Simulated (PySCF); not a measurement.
How well do the runs reproduce experiment for imidazole?

**Measured values to compare with.**

From NIST CCCBDB Release 22 (SRD 101), experimental dipoles, for the gas: dipole moment (vibrational ground state) 3.667 D.

From NIST CCCBDB Release 22 (SRD 101), experimental polarizabilities, for the gas: mean polarisability 7.09 Å³.

The runs below try to reproduce these values; the comparison stands at the end.

Imidazole, C3H4N2.
Numbering: `[cH:1]1[cH:2][nH:3][cH:4][n:5]1` (hydrogens: H6 on C1; H7 on C2; H8 on N3; H9 on C4)

Structure used (GFN2-xTB), in Å, numbered top down from 1:
```xyz
9
C3H4N2 angstrom
C     -0.8033   -0.9259    0.0733
C     -0.8837    0.4085   -0.1991
N      0.3977    0.8777   -0.1230
C      1.1814   -0.1831    0.1881
N      0.4875   -1.2768    0.3117
H     -1.5875   -1.6545    0.1137
H     -1.7137    1.0421   -0.4338
H      0.6917    1.8295   -0.2692
H      2.2434   -0.1115    0.3131
```

The PySCF runs (gas phase, on this GFN2-xTB geometry; no spin–orbit coupling):

```json
{"level": "PBE0/pcSseg-1", "job": "shieldings, ring-centre shieldings, charges and field gradients", "basis functions": "105"}
{"level": "wB97X-D/def2-SVPD", "job": "8 singlets by full TDDFT, 3 Tamm–Dancoff triplets, polarisability", "basis functions": "132"}
{"level": "PBE0/def2-SVPD", "job": "6 singlets by full TDDFT, 2 Tamm–Dancoff triplets, polarisability", "basis functions": "132"}
{"level": "B3LYP/pcJ-1", "job": "spin–spin couplings from 9 perturbed nuclei", "basis functions": "175"}
```

Results beside the measurements:

**Dipole moment.** Measured: 3.667 D (NIST CCCBDB Release 22 (SRD 101), experimental dipoles).

```
            level  computed (D)  computed − measured (D)  % (from the printed values)
    PBE0/pcSseg-1         3.806                   +0.139                           +4
wB97X-D/def2-SVPD         3.797                   +0.130                           +4
   PBE0/def2-SVPD         3.739                   +0.072                           +2
      B3LYP/pcJ-1         3.792                   +0.125                           +3
```

Closest is PBE0/def2-SVPD (+0.072 D), furthest PBE0/pcSseg-1 (+0.139 D); one molecule doesn't rank methods. All 4 levels lie above the measurement. The computed dipoles belong to one fixed geometry; measured ones are averaged over vibrations unless marked μe. Magnitudes are compared, not signs.

**Mean polarisability.** Measured: 7.09 Å³ (NIST CCCBDB Release 22 (SRD 101), experimental polarizabilities).

```
            level  computed (Å³)  computed − measured (Å³)  % (from the printed values)
wB97X-D/def2-SVPD           6.82                     -0.27                           -4
   PBE0/def2-SVPD           6.81                     -0.28                           -4
```

Closest is wB97X-D/def2-SVPD (-0.27 Å³), furthest PBE0/def2-SVPD (-0.28 Å³); one molecule doesn't rank methods. The computed values are static and purely electronic, with core orbitals frozen in the response (1 au = 0.148185 Å³). The table of measured values doesn't say here whether a value is static or optical, or holds a vibrational part.

The geometry is computed, not the measured one. Where a level misses, the cause wasn't examined.
